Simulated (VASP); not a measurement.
# LiCl (P6_3mc) in VASP: a series of runs

Aim: see how the results for LiCl move with the level of theory and the settings. Levels: PBE, r2SCAN. Tasks: single point.

All numbers are computed with VASP 6.6.1; they aren't measurements. Logs are shortened: lines on timing, memory, paths and dates and some standing lists are left out, and cuts for length are marked.

## (1) The cell of the first run

Symmetry: P6_3mc, No. 186, hexagonal system. Conventional cell: a = 4.099 Å, b = 4.099 Å, c = 6.224 Å, α = 90.00°, β = 90.00°, γ = 120.00°. Li (site symmetry 3m) is surrounded by 4 Cl at 2.43 to 2.46 Å. Around Cl (site symmetry 3m) lie 4 Li at 2.43 to 2.46 Å.

The cell was built by a generator and needn't be a form met in nature.

## (2) Single point, PBE (biaxial_xy strain +5.2%)

File INCAR:

```
SYSTEM = LiCl
PREC = Accurate
ENCUT = 520
EDIFF = 1E-7
ISMEAR = -1
SIGMA = 0.02
LREAL = .FALSE.
LASPH = .TRUE.
NELM = 100
ALGO = Normal
ISIF = 2
LWAVE = .FALSE.
LCHARG = .TRUE.
GGA = PE
LELF = .TRUE.
LVHAR = .TRUE.
NBANDS = 18
```

File KPOINTS:

```
Automatic mesh
0
G
  12 12 4
  0 0 0
```

File POSCAR:

```
LiCl
1.0
    4.0986288315      0.0000000000      0.0000000000
   -2.0493144158      3.5495166887      0.0000000000
    0.0000000000      0.0000000000      6.2244572281
Li Cl
2 2
Direct
    0.3333333333      0.6666666667     -0.0078656557
    0.6666666667      0.3333333333      0.4921343443
    0.3333333333      0.6666666667      0.3828656557
    0.6666666667      0.3333333333      0.8828656557
```

Potentials or basis: VASP PAW PBE potentials, release 64 (Li_sv, Cl).

On the command line:

```bash
$ cat potpaw_PBE.64/Li_sv/POTCAR potpaw_PBE.64/Cl/POTCAR > POTCAR
$ mpirun -np 1 vasp_std > vasp.out
```

OUTCAR:

```text
SYSTEM = LiCl
   PREC = Accurate
   ENCUT = 520
   EDIFF = 1E-7
   ISMEAR = -1
   LREAL = .FALSE.
   LASPH = .TRUE.
   NELM = 100
   ISIF = 2
   GGA = PE

 ion  position               nearest neighbor table
   1  0.333  0.667  0.992-   3 2.43   4 2.46   4 2.46   4 2.46
   2  0.667  0.333  0.492-   4 2.43   3 2.46   3 2.46   3 2.46
   3  0.333  0.667  0.383-   1 2.43   2 2.46   2 2.46   2 2.46
   4  0.667  0.333  0.883-   2 2.43   1 2.46   1 2.46   1 2.46

  LATTYP: Found a hexagonal cell.
 ALAT       =     4.0986288315
 C/A-ratio  =     1.5186681898

  Lattice vectors:

 A1 = (   4.0986288315,   0.0000000000,   0.0000000000)
 A2 = (  -2.0493144158,   3.5495166887,   0.0000000000)
 A3 = (   0.0000000000,   0.0000000000,   6.2244572281)

Analysis of symmetry for initial positions (statically):
=====================================================================
 Subroutine PRICEL returns:
 Original cell was already a primitive cell.

 Routine SETGRP: Setting up the symmetry group for a
 hexagonal supercell.

 Subroutine GETGRP returns: Found 12 space group operations
 (whereof  6 operations were pure point group operations)
 out of a pool of 24 trial point group operations.

The static configuration has the point symmetry C_3v.
 The point group associated with its full space group is C_6v.

Analysis of symmetry for dynamics (positions and initial velocities):
=====================================================================
 Subroutine PRICEL returns:
 Original cell was already a primitive cell.

 Routine SETGRP: Setting up the symmetry group for a
 hexagonal supercell.

 Subroutine GETGRP returns: Found 12 space group operations
 (whereof  6 operations were pure point group operations)
 out of a pool of 24 trial point group operations.

The dynamic configuration has the point symmetry C_3v.
 The point group associated with its full space group is C_6v.

 Subroutine INISYM returns: Found 12 space group operations
 (whereof  6 operations are pure point group operations),
 and found     1 'primitive' translations

----------------------------------------------------------------------------------------

                                     Primitive cell

  volume of cell :      90.5543

  direct lattice vectors                    reciprocal lattice vectors
     4.098628832  0.000000000  0.000000000     0.243984035  0.140864248  0.000000000
    -2.049314416  3.549516689  0.000000000     0.000000000  0.281728496  0.000000000
     0.000000000  0.000000000  6.224457228     0.000000000  0.000000000  0.160656578

  length of vectors
     4.098628832  4.098628831  6.224457228     0.281728496  0.281728496  0.160656578

  position of ions in fractional coordinates (direct lattice)
     0.333333333  0.666666667  0.992134344
     0.666666667  0.333333333  0.492134344
     0.333333333  0.666666667  0.382865656
     0.666666667  0.333333333  0.882865656

  ion indices of the primitive-cell ions
   primitive index   ion index
                 1           1
                 2           2
                 3           3
                 4           4

----------------------------------------------------------------------------------------

 KPOINTS: Automatic mesh

Automatic generation of k-mesh.
 Grid dimensions read from file:
 generate k-points for:   12   12    4

 Generating k-lattice:

  Cartesian coordinates                     Fractional coordinates (reciprocal lattice)
     0.020332003  0.011738687  0.000000000     0.083333333  0.000000000  0.000000000
     0.000000000  0.023477375  0.000000000     0.000000000  0.083333333  0.000000000
     0.000000000  0.000000000  0.040164145     0.000000000  0.000000000  0.250000000

  Length of vectors
     0.023477375  0.023477375  0.040164145

  Shift w.r.t. Gamma in fractional coordinates (k-lattice)
     0.000000000  0.000000000  0.000000000

 Subroutine IBZKPT returns following result:
 ===========================================

 Found     57 irreducible k-points:

 Following reciprocal coordinates:
            Coordinates               Weight
  0.000000  0.000000  0.000000      1.000000
  0.083333 -0.000000  0.000000      6.000000
  0.166667 -0.000000  0.000000      6.000000
  0.250000 -0.000000  0.000000      6.000000
  0.333333 -0.000000  0.000000      6.000000
  0.416667 -0.000000  0.000000      6.000000
[... 16 lines left out ...]
  0.250000 -0.000000  0.250000     12.000000
  0.333333 -0.000000  0.250000     12.000000
 [... further k-points ...]
   k-points           NKPTS =     57   k-points in BZ     NKDIM =     57   number of bands    NBANDS=     18
   number of dos      NEDOS =    301   number of ions     NIONS =      4
   total plane-waves  NPLWV =  43200
   dimension x,y,z NGX =    30 NGY =   30 NGZ =   48
   dimension x,y,z NGXF=    60 NGYF=   60 NGZF=   96
   ions per type =               2   2
   NGX,Y,Z   is equivalent  to a cutoff of  12.17, 12.17, 12.82 a.u.
   NGXF,Y,Z  is equivalent  to a cutoff of  24.34, 24.34, 25.64 a.u.
 SYSTEM =  LiCl
   PREC   = accura    normal or accurate (medium, high low for compatibility)
   ISTART =      0    job   : 0-new  1-cont  2-samecut
   ICHARG =      2    charge: 1-file 2-atom 10-const
   ISPIN  =      1    spin polarized calculation?
   LNONCOLLINEAR =      F non collinear calculations
   LSORBIT =      F    spin-orbit coupling
   LASPH  =      T    aspherical Exc in radial PAW
   ENCUT  =  520.0 eV  38.22 Ry    6.18 a.u.   7.62  7.62 11.57*2*pi/ulx,y,z
   NELM   =    100;   NELMIN=  2; NELMDL= -5     # of ELM steps
   EDIFF  = 0.1E-06   stopping-criterion for ELM
   LREAL  =      F    real-space projection
   EDIFFG = 0.1E-05   stopping-criterion for IOM
   NSW    =      0    number of steps for IOM
   IBRION =     -1    ionic relax: 0-MD 1-quasi-New 2-CG
   NFREE  =      0    steps in history (QN), initial steepest desc. (CG)
   ISIF   =      2    stress and relaxation
   ISYM   =      2    0-nonsym 1-usesym 2-fastsym
   POTIM  = 0.5000    time-step for ionic-motion
   TEBEG  =    0.0;   TEEND  =   0.0 temperature during run
   PSTRESS=    0.0 pullay stress
   NELECT =      20.0000    total number of electrons
   NUPDOWN=      -1.0000    fix difference up-down
   EMIN   =  10.00;   EMAX   =-10.00  energy-range for DOS
   EFERMI =   0.00;   METHOD = LEGACY
[... 30 lines left out ...]

  energy without entropy =      -14.82794116  energy(sigma->0) =      -14.82794116

 E-fermi :  -1.1268     XC(G=0):  -7.3200

 val. band max:       -1.5528937300   @ k =   0.0000   0.0000   0.0000
 cond. band min:       4.0377935160   @ k =   0.0000   0.0000   0.0000
 fundamental gap:      5.5906872460
 Fermi energy:        -1.1267876531

 k-point     1 :       0.0000    0.0000    0.0000
  band No.  band energies     occupation
      1     -44.8119      2.00000
      2     -44.8108      2.00000
      3     -14.2288      2.00000
      4     -13.9343      2.00000
      5      -3.4589      2.00000
      6      -2.0971      2.00000
[... 10 lines left out ...]
     17       9.0180      0.00000
     18       9.1693      0.00000

 k-point     2 :       0.0833   -0.0000    0.0000
  band No.  band energies     occupation
      1     -44.8119      2.00000
      2     -44.8108      2.00000
      3     -14.2172      2.00000
      4     -13.9313      2.00000
      5      -3.4263      2.00000
      6      -2.1756      2.00000
[... 10 lines left out ...]
     17       9.1485      0.00000
     18       9.2505      0.00000

 k-point     3 :       0.1667   -0.0000    0.0000
  band No.  band energies     occupation
      1     -44.8117      2.00000
      2     -44.8107      2.00000
      3     -14.1845      2.00000
      4     -13.9236      2.00000
      5      -3.3324      2.00000
      6      -2.3895      2.00000
[... 10 lines left out ...]
     17       9.3642      0.00000
     18       9.3912      0.00000

 k-point     4 :       0.2500   -0.0000    0.0000
  band No.  band energies     occupation
      1     -44.8116      2.00000
      2     -44.8107      2.00000
      3     -14.1365      2.00000
      4     -13.9156      2.00000
      5      -3.1921      2.00000
      6      -2.6711      2.00000
[... 10 lines left out ...]
     17       9.4033      0.00000
     18       9.8602      0.00000

 k-point     5 :       0.3333   -0.0000    0.0000
  band No.  band energies     occupation
      1     -44.8114      2.00000
      2     -44.8107      2.00000
      3     -14.0828      2.00000
      4     -13.9125      2.00000
      5      -3.0878      2.00000
      6      -2.8693      2.00000
[... 10 lines left out ...]
     17       9.5397      0.00000
     18      10.4761      0.00000

 k-point     6 :       0.4167   -0.0000    0.0000
  band No.  band energies     occupation
      1     -44.8111      2.00000
      2     -44.8107      2.00000
      3     -14.0361      2.00000
      4     -13.9171      2.00000
      5      -3.2020      2.00000
      6      -2.7720      2.00000
[... 10 lines left out ...]
     17       9.8004      0.00000
     18      10.8431      0.00000

 k-point     7 :       0.5000   -0.0000    0.0000
  band No.  band energies     occupation
      1     -44.8111      2.00000
      2     -44.8107      2.00000
      3     -14.0153      2.00000
      4     -13.9223      2.00000
      5      -3.2640      2.00000
      6      -2.7859      2.00000
[... 10 lines left out ...]
     17       9.9012      0.00000
     18      10.9949      0.00000

 k-point     8 :       0.0833    0.0833    0.0000
  band No.  band energies     occupation
      1     -44.8118      2.00000
      2     -44.8107      2.00000
      3     -14.1950      2.00000
      4     -13.9259      2.00000
      5      -3.3629      2.00000
      6      -2.2958      2.00000
[... 10 lines left out ...]
     17       9.1570      0.00000
     18       9.4690      0.00000
[... 229 lines left out ...]
     17      10.0463      0.00000
     18      10.0499      0.00000

 k-point    20 :       0.0000    0.0000    0.2500
  band No.  band energies     occupation
      1     -44.8117      2.00000
      2     -44.8109      2.00000
      3     -14.1884      2.00000
      4     -13.9803      2.00000
      5      -3.2213      2.00000
      6      -2.0487      2.00000
[... 10 lines left out ...]
     17       8.6966      0.00000
     18       8.8314      0.00000

 k-point    21 :       0.0833   -0.0000    0.2500
  band No.  band energies     occupation
      1     -44.8117      2.00000
      2     -44.8109      2.00000
      3     -14.1779      2.00000
      4     -13.9758      2.00000
      5      -3.2015      2.00000
      6      -2.1208      2.00000
[... 10 lines left out ...]
     17       8.8271      0.00000
     18       9.0372      0.00000

 k-point    22 :       0.1667   -0.0000    0.2500
  band No.  band energies     occupation
      1     -44.8116      2.00000
      2     -44.8109      2.00000
      3     -14.1484      2.00000
      4     -13.9641      2.00000
      5      -3.1518      2.00000
      6      -2.3348      2.00000
[... 10 lines left out ...]
     17       9.0834      0.00000
     18       9.3011      0.00000

 k-point    23 :       0.2500   -0.0000    0.2500
  band No.  band energies     occupation
      1     -44.8114      2.00000
      2     -44.8108      2.00000
      3     -14.1057      2.00000
      4     -13.9496      2.00000
      5      -3.1125      2.00000
      6      -2.6092      2.00000
[... 10 lines left out ...]
     17       9.5067      0.00000
     18       9.5695      0.00000

 k-point    24 :       0.3333   -0.0000    0.2500
  band No.  band energies     occupation
      1     -44.8112      2.00000
      2     -44.8108      2.00000
      3     -14.0588      2.00000
      4     -13.9384      2.00000
      5      -3.1630      2.00000
      6      -2.8266      2.00000
[... 10 lines left out ...]
     17       9.7040      0.00000
     18      10.1407      0.00000

 [... further k-points ...]

------------------------ aborting loop because EDIFF is reached ----------------------------------------

  FORCE on cell =-STRESS in cart. coord.  units (eV):
  Direction    XX          YY          ZZ          XY          YZ          ZX
  --------------------------------------------------------------------------------------
  -------------------------------------------------------------------------------------
  Total       -1.1251936     -1.1251936     -0.5775130      0.0000000     -0.0000000      0.0000000
  in kB      -19.9080417    -19.9080417    -10.2179325      0.0000000     -0.0000000      0.0000000
  external PRESSURE =     -16.6780053 kB  Pullay stress =       0.0000000 kB

 VOLUME and BASIS-vectors are now :
 -----------------------------------------------------------------------------
  energy-cutoff  :      520.00
  volume of cell :       90.55
      direct lattice vectors                 reciprocal lattice vectors
     4.098628832  0.000000000  0.000000000     0.243984035  0.140864248  0.000000000
    -2.049314416  3.549516689  0.000000000     0.000000000  0.281728496  0.000000000
     0.000000000  0.000000000  6.224457228     0.000000000  0.000000000  0.160656578

 POSITION                                       TOTAL-FORCE (eV/Angst)
 -----------------------------------------------------------------------------------
     -0.00000      2.36634      6.17550         0.000000      0.000000      0.001648
      2.04931      1.18317      3.06327        -0.000000     -0.000000      0.001648
     -0.00000      2.36634      2.38313         0.000000     -0.000000     -0.001648
      2.04931      1.18317      5.49536        -0.000000     -0.000000     -0.001648
 -----------------------------------------------------------------------------------
    total drift:                                0.000000      0.000001     -0.001282

  FREE ENERGIE OF THE ION-ELECTRON SYSTEM (eV)
  ---------------------------------------------------
  free  energy   TOTEN  =       -14.8279411557 eV

  energy  without entropy=      -14.8279411557  energy(sigma->0) =      -14.82794116
```

Wall time 41 s (1 thread of Intel Xeon 6975P-C (Granite Rapids), shared host); peak memory 0.22 GiB.

Results:

```
Free energy            : -14.8279 eV
Band gap on the k mesh : 5.59 eV, direct
```

Levels at points of the mesh, in eV from the valence-band top:
```tsv
k point	band 8	band 9	band 10	band 11	band 12	band 13
(0.00, 0.00, 0.00)	-0.20	-0.20	0.00	5.59	7.84	9.56
(0.50, 0.00, 0.00)	-0.98	-0.57	-0.39	7.74	7.77	8.78
(0.00, 0.00, 0.50)	-0.38	-0.38	-0.38	6.90	6.90	9.74
(0.50, 0.00, 0.50)	-0.70	-0.52	-0.52	7.24	7.24	9.64
```

Caveat: the cutoff is under 1.25 times the usual one of these potentials, so pressure, stress and relaxed cells hold a basis-set (Pulay) error. A k mesh can miss the band edges.

## (3) Single point, r2SCAN (epitaxial_xy strain -4.2%)

File POSCAR:

```
LiCl
1.0
    3.7306284281      0.0000000000      0.0000000000
   -1.8653142141      3.2308189908      0.0000000000
    0.0000000000      0.0000000000      6.4556775807
Li Cl
2 2
Direct
    0.3333333333      0.6666666667      0.0051503627
    0.6666666667      0.3333333333      0.5051503627
    0.3333333333      0.6666666667      0.3698496373
    0.6666666667      0.3333333333      0.8698496373
```

File INCAR.step1:

```
SYSTEM = LiCl
ALGO = Normal
EDIFF = 1E-4
ENCUT = 520
GGA = PE
ISMEAR = 0
LASPH = .True.
LCHARG = .False.
LREAL = .False.
LWAVE = .True.
NBANDS = 18
NELM = 100
PREC = Accurate
SIGMA = 0.01
```

File INCAR.step2:

```
SYSTEM = LiCl
ALGO = Normal
EDIFF = 1E-6
ENCUT = 520
ISIF = 2
ISMEAR = 0
ISTART = 1
LASPH = .True.
LCHARG = .True.
LELF = .True.
LMIXTAU = .True.
LREAL = .False.
LVHAR = .True.
LWAVE = .False.
METAGGA = R2SCAN
NBANDS = 18
NELM = 100
PREC = Accurate
SIGMA = 0.01
```

File KPOINTS:

```
k-points
0
Gamma
  12 12 4
  0 0 0
```

Potentials or basis: VASP PAW PBE potentials, release 64 (Li_sv, Cl).

On the command line:

```bash
$ cat potpaw_PBE.64/Li_sv/POTCAR potpaw_PBE.64/Cl/POTCAR > POTCAR
$ cp INCAR.step1 INCAR
$ mpirun -np 1 vasp_std > vasp.out
$ cp INCAR.step2 INCAR
$ mpirun -np 1 vasp_std > vasp.out
```

It took 2.5 min on 1 thread of Intel Xeon 6975P-C (Granite Rapids), shared host; peak memory 0.22 GiB.

It converged, with:

```
Free energy            : -25.1341 eV
Largest force          : 0.023 eV/Å
Band gap on the k mesh : 6.83 eV, direct
```

Forces on the atoms (eV/Å):
```
Li   0.000  0.000 -0.023
Li   0.000  0.000 -0.023
Cl   0.000  0.000  0.023
Cl   0.000  0.000  0.023
```

Levels at points of the mesh, in eV from the valence-band top:
```tsv
k point	band 6	band 7	band 8	band 9	band 10	band 11	band 12	band 13	band 14	band 15
(0.00, 0.00, 0.00)	-0.29	-0.27	-0.27	0.00	0.00	6.83	9.25	10.69	11.19	11.19
(0.50, 0.00, 0.00)	-1.73	-1.30	-0.89	-0.79	-0.39	8.16	8.67	10.07	11.15	11.42
(0.00, 0.00, 0.50)	-1.41	-0.14	-0.14	-0.14	-0.14	8.20	8.20	10.94	10.94	11.42
(0.50, 0.00, 0.50)	-2.11	-0.85	-0.85	-0.65	-0.65	7.94	7.94	10.73	10.73	12.67
```

Caveat: the cutoff is under 1.25 times the usual one of these potentials, so pressure, stress and relaxed cells hold a basis-set (Pulay) error; the PAW data sets were made with another functional, which shifts forces and pressure a little.

## (4) Single point, PBE (epitaxial_xy strain -4.2%)

File INCAR:

```
PREC = Accurate ; ENCUT = 520
EDIFF = 1E-6 ; ISMEAR = -1
SIGMA = 0.02 ; LREAL = F
LASPH = T ; NELM = 100
ALGO = Normal ; ISIF = 2
LWAVE = F ; LCHARG = F
GGA = PE ; NBANDS = 18
```

File KPOINTS:

```
Automatic mesh
0
Gamma
  12 12 4
```

POSCAR is that of step 3.

On the command line:

```bash
$ cat potpaw_PBE.64/Li_sv/POTCAR potpaw_PBE.64/Cl/POTCAR > POTCAR
$ mpirun -np 1 vasp_std > vasp.out
```

Run time: 31 s. Hardware: 1 thread of Intel Xeon 6975P-C (Granite Rapids), shared host; peak memory 0.2 GiB.

It converged, with:

| Item | Value |
| --- | --- |
| Free energy | -14.8090 eV |
| Largest force | 0.005 eV/Å |
| Band gap on the k mesh | 6.11 eV, direct |

Forces in eV/Å, atoms in the order of the input:
```
Li   0.000  0.000  0.005
Li   0.000  0.000  0.005
Cl   0.000  0.000 -0.005
Cl   0.000  0.000 -0.005
```

Levels at points of the mesh, in eV from the valence-band top:
| k point | band 6 | band 7 | band 8 | band 9 | band 10 | band 11 | band 12 | band 13 | band 14 | band 15 |
| --- | --- | --- | --- | --- | --- | --- | --- | --- | --- | --- |
| (0.00, 0.00, 0.00) | -0.28 | -0.27 | -0.27 | 0.00 | 0.00 | 6.11 | 8.41 | 9.84 | 10.33 | 10.33 |
| (0.50, 0.00, 0.00) | -1.72 | -1.30 | -0.88 | -0.78 | -0.38 | 7.59 | 8.03 | 9.24 | 10.37 | 10.68 |
| (0.00, 0.00, 0.50) | -1.41 | -0.14 | -0.14 | -0.14 | -0.14 | 7.45 | 7.45 | 10.10 | 10.10 | 10.57 |
| (0.50, 0.00, 0.50) | -2.10 | -0.84 | -0.84 | -0.64 | -0.64 | 7.32 | 7.32 | 9.97 | 9.97 | 11.80 |

Caveat: the cutoff is under 1.25 times the usual one of these potentials, so pressure, stress and relaxed cells hold a basis-set (Pulay) error. A k mesh can miss the band edges.

## (5) The runs side by side

| level | cell | smearing | gap on the mesh (eV) |
| --- | --- | --- | --- |
| PBE | biaxial_xy strain +5.2% | fermi-dirac 0.02 eV | 5.59 |
| r2SCAN | epitaxial_xy strain -4.2% | gaussian 0.01 eV | 6.83 |
| PBE | epitaxial_xy strain -4.2% | fermi-dirac 0.02 eV | 6.11 |

Alike in all rows: task single point; potentials or basis VASP PAW PBE potentials, release 64 (Li_sv, Cl); no spin polarisation; k mesh 12 × 12 × 4; cutoff (eV) 520.

Caveats: the cutoff is under 1.25 times the usual one of these potentials, so pressure, stress and relaxed cells hold a basis-set (Pulay) error; the PAW data sets were made with another functional, which shifts forces and pressure a little (some runs).

Total energies depend on the potentials used, so only differences within one code and one set of settings carry meaning.
